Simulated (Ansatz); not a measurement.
Input of an Ansatz 0.2.0 run:

File input.yaml:

```yaml
crystal:
  lattice:
    - [6.38531901, 0.0, 0.0]
    - [0.0, 6.38531901, 0.0]
    - [0.0, 0.0, 6.38531901]
  atoms:
    - { symbol: I, position: [0.5, 0.0, 0.0] }
    - { symbol: I, position: [0.0, 0.5, 0.0] }
    - { symbol: I, position: [0.0, 0.0, 0.5] }
    - { symbol: I, position: [0.5, 0.5, 0.5] }
    - { symbol: Na, position: [0.0, 0.0, 0.0] }
    - { symbol: Na, position: [0.0, 0.5, 0.5] }
    - { symbol: Na, position: [0.5, 0.0, 0.5] }
    - { symbol: Na, position: [0.5, 0.5, 0.0] }
hamiltonian:
  xc: pbesol
  pseudopotentials: { kind: paw }
  dispersion: d4
kpoints:
  mp_grid: { grid: [4, 4, 4] }
scf:
  occupations: { method: gaussian, width: 0.05 }
output:
  forces: true
  stress: true
  eigenvalues: true
  write_density: true
  write_potential: true
  elf: true
  volumetric_format: npy
```

Potentials or basis: Ansatz PAW.

Command:

```bash
$ ansatz run input.yaml --threads 4 --pin off --max-ram 11264MiB --backend cpu --events-out ev --progress --plain --runs-dir out
```

Predict the pressure.

-0.3 GPa.

Predict the band gap on the k mesh.

3.62 eV.

Caveat: spin-orbit coupling is left out, which moves the levels of the heavy elements; the PAW data sets come from PBE, with cores solved anew for the run's functional, which leaves a small shift of forces and pressure.
